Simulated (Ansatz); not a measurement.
**Pt: a slab and its surfaces, (100), 6 layers**

What do the surfaces of Pt (100), 6 layers cost, and how tightly do they hold an electron? Methods of the runs shown: PAW. Its runs: bulk cell relaxed (PAW); bulk in the slab's orientation (PAW); the reference run (PAW); atoms relaxed (PAW); vacuum of 22 Å (PAW); core holes in 4f of Pt (PAW).

Computed with Ansatz 0.2.0 (DFT, PBEsol, PAW with Ansatz's default frozen-core files, scalar-relativistic, unless a step's input says otherwise).

### Step 1. The system as given

The structure is cubic, space group Fm-3m (No. 225). Conventional cell: a = 3.919 Å, b = 3.919 Å, c = 3.919 Å, α = 90.00°, β = 90.00°, γ = 90.00°. Pt (site symmetry m-3m) is surrounded by 12 Pt at 2.77 Å.

Coordinates:

```
CELL_PARAMETERS angstrom
0.00000 1.95969 1.95969
1.95969 0.00000 1.95969
1.95969 1.95969 0.00000
ATOMIC_POSITIONS crystal
Pt 0.00000 0.00000 0.00000
```

### Step 2. Bulk cell relaxed, PAW

Contents of input.yaml:

```yaml
crystal:
  lattice:
    - [0.0, 1.9596931354, 1.9596931354]
    - [1.9596931354, 0.0, 1.9596931354]
    - [1.9596931354, 1.9596931354, 0.0]
  atoms:
    - { symbol: Pt, position: [0.0, 0.0, 0.0] }
kpoints:
  mp_grid: { grid: [19, 19, 19] }
scf:
  occupations: { method: fermi_dirac, width: 0.08 }
hamiltonian:
  xc: pbesol
  pseudopotentials: { kind: paw }
output:
  forces: true
  stress: true
relax:
  f_tol: 0.005
  max_steps: 40
  cell: {}
```

Command:

```bash
> ansatz run input.yaml --threads 2 --pin off --max-ram 4096MiB --backend cpu --events-out ev --progress --plain --runs-dir out
```

After this run come: Bulk in the slab's orientation, PAW; Slab as cut, PAW; Atoms relaxed, PAW; Vacuum of 22 Å, PAW; Core holes in 4f of Pt, PAW.

**Question.** What will these runs give? Wanted: surface energy; work function; outer layer spacing; core-level shifts among the layers.

**Answer**, as computed:

| quantity | value |
| --- | --- |
| surface energy (PAW, relaxed) | 2.25 J/m² |
| work function (PAW, relaxed) | 5.78 eV |
| outer layer spacing (PAW) | 1.96 → 1.91 Å |
| core-level shifts among the layers (PAW holes) | Pt1 +0.00, Pt2 +0.70, Pt3 +0.68 eV |

By PAW the surface costs 2.27 J/m² as cut and 2.25 J/m² relaxed. The outermost spacing changes by -2.6 % (PAW). Vacuum of 22 Å moves the work function by less than 0.01 eV (PAW). Thickness wasn't converged, and no reconstruction was sought. Spin-orbit coupling is left out, though the cell holds Pt; in elements this heavy it can shift bands and gaps by tenths of an eV.
